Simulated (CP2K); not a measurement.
## Sb under changes of volume

One of the cells (29.904 Å³/atom); the others are scaled copies at fixed shape and fractional positions:

```
CELL_PARAMETERS angstrom
3.12240 0.00000 0.00000
0.00000 4.34752 0.00000
-0.03891 0.00000 4.40585
ATOMIC_POSITIONS crystal
Sb 0.01139 0.25000 0.24117
Sb 0.98861 0.75000 0.75883
```

This isn't the form of Sb at room conditions, which is rhombohedral.

```yaml
Program: CP2K 2026.2
Functional: PBE
Potentials_or_basis: POTENTIAL_UZH Sb GTH-PBE-q5; TZVP-MOLOPT-PBE-GTH basis
Density_cutoff: 6123 eV
k_mesh: 9 × 6 × 6
Occupations: fermi-dirac, width 0.05 eV
Spin: no spin polarisation
```

| volume (Å³/atom) | energy over the lowest point (meV/atom) | pressure (GPa) | largest force (eV/Å) |
| --- | --- | --- | --- |
| 28.110 | 39.73 | 5.5 | 0.174 |
| 28.708 | 22.24 | 4.0 | 0.134 |
| 29.306 | 10.17 | 2.6 | 0.099 |
| 29.904 | 2.93 | 1.4 | 0.069 |
| 30.502 | 0.00 | 0.3 | 0.044 |
| 31.100 | ? | ? | ? |
| 31.698 | 5.32 | -1.6 | 0.037 |

Question: What does the run at 31.100 Å³/atom give?

Answer: Energy over the lowest point 0.93 meV/atom; pressure -0.7 GPa; largest force 0.031 eV/Å.

Worked out: A Birch-Murnaghan fit of order 3 (a polynomial in V^(-2/3)) to the other rows has its minimum at 30.65 Å³/atom with B0 = V·E''(V) = 52 GPa and B' = 4.7 at fixed shape and positions, which overstates the stiffness. It gives 0.94 meV/atom at 31.100 Å³/atom, against the run's 0.93, and -dE/dV = -0.7 GPa, against -0.7.

Energies are extrapolated to zero smearing.

Caveats: the basis of atomic orbitals isn't converged, which shifts pressures, moduli and gaps.
